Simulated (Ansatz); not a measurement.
The system is MnS.

```
Mn S
1.0
     0.00000    2.60450    2.60450
     2.60450    0.00000    2.60450
     2.60450    2.60450    0.00000
Mn S
1 1
Direct
  0.00000 0.00000 0.00000
  0.50000 0.50000 0.50000
```

Program: Ansatz 0.2.0. Alike in all runs: task single point; level HSE06 form with a typed share of exact exchange; potentials or basis Ansatz PAW; spin collinear, ferromagnetic start; cell as given; k mesh 5 × 5 × 5; cutoff (eV) 420; smearing fermi-dirac 0.05 eV.

Problem. Order these runs on this cell by their pressure, lowest first.
A. share of exact exchange 0.35; mesh quality not flagged
B. share of exact exchange 0; mesh quality coarse
C. share of exact exchange 0.1; mesh quality coarse

Solution. B (-4.3 GPa), C (0.0 GPa), A (2.1 GPa).

Caveats: some runs use coarse meshes; the magnetic or orbital state may not be the lowest; a cell with one magnetic atom can't hold antiferromagnetic order, which such compounds often take; the PAW data sets come from PBE, with cores solved anew for the run's functional, which leaves a small shift of forces and pressure (some runs); the thresholds are loose for stress (some runs); the PAW data sets were made with another functional, which shifts forces and pressure a little (some runs).
